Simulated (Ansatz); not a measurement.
Reactions of `C[SiH2]C(Cl)=CF`.

Calculated with Ansatz (gas phase, PBE0-D4/def2-TZVP geometries, no zero-point term in ΔE). CBS: MP2 limit from def2 TZ/QZ plus the TZ coupled-cluster correction, frozen cores. This one scheme is used for every species. Double bonds are as drawn, so ΔE can hold a change between cis and trans. DFT in def2-TZVPP. Elements past krypton have def2 core potentials. For Sn outer-core shells are correlated without core-valence functions, which leaves a few kJ/mol of doubt a bond. Each species was taken in one conformer, which may not be the lowest.

```
                                                              reaction  PBE-D4 (kJ/mol)  CCSD(T)/CBS(def2) (kJ/mol)
               `C[SiH2]/C(Cl)=C\F` + `FCS` → `C[SiH2]SCF` + `F/C=C/Cl`              -50                         -48
    `C[SiH2]/C(Cl)=C\F` + `[F][AlH2]` → `C[SiH2][AlH][F]` + `F/C=C/Cl`                0                          14
                           `C[SiH2]/C(Cl)=C\F` → `C/C(Cl)=C(\F)[SiH3]`               32                          35
       `C[SiH2]/C(Cl)=C\F` + `CC(=O)O` → `C[SiH2]OC(C)=O` + `F/C=C/Cl`              -62                         -75
       `C[SiH2]/C(Cl)=C\F` + `[SiH3]S` → `C[SiH2]S[SiH3]` + `F/C=C/Cl`              -57                         -56
`C[SiH2]/C(Cl)=C\F` + `[NH2][SnH3]` → `C[SiH2][NH][SnH3]` + `F/C=C/Cl`              -40                         -52
                        `C[SiH2]/C(Cl)=C\F` → `C/C(Cl)=C/F` + `[SiH2]`              270                         268
                           `C[SiH2]/C(Cl)=C\F` → `F/C=C/Cl` + `C[SiH]`              246                         248
                  `C[SiH2]/C(Cl)=C\F` + H–F → `C[SiH2]/C(F)=C\F` + HCl               34                          43
                                `C[SiH2]/C(Cl)=C\F` → `C=CC[SiH](F)Cl`             -315                        -350
```

Largest T1 diagnostic: 0.015, for `CC(=O)O`.
